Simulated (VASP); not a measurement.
O2C, 3 atoms in the cell. The cell holds a molecule in a box, 3 atoms: a = 12.000 Å, b = 12.500 Å, c = 13.000 Å, α = 90.00°, β = 90.00°, γ = 90.00°. 

* Program: VASP 6.6.1
* Task: single point
* Functional: PBE
* Potentials or basis: VASP PAW PBE potentials, release 64 (O, C)
* Cutoff: 520 eV
* k mesh: 1 × 1 × 1
* Occupations: gaussian, width 0.01 eV
* Spin: no spin polarisation
* Dipole correction: no
* Further INCAR settings: ALGO = Fast; EDIFF = 1e-06; NBANDS = 15

Potentials or basis: VASP PAW PBE potentials, release 64 (O, C).

Launch:

```bash
$ cat potpaw_PBE.64/O/POTCAR potpaw_PBE.64/C/POTCAR > POTCAR
$ mpirun -np 1 vasp_gam > vasp.out
```

Hardware: 1 thread of Intel(R) Xeon(R) 6975P-C (Granite Rapids), with other jobs on the host.

How long does it take, and how much memory?

Wall time 78 s on 1 thread of Intel(R) Xeon(R) 6975P-C (Granite Rapids), on a shared host, peak memory 1.4 GiB. Counts: scf iterations 23, k points 1.
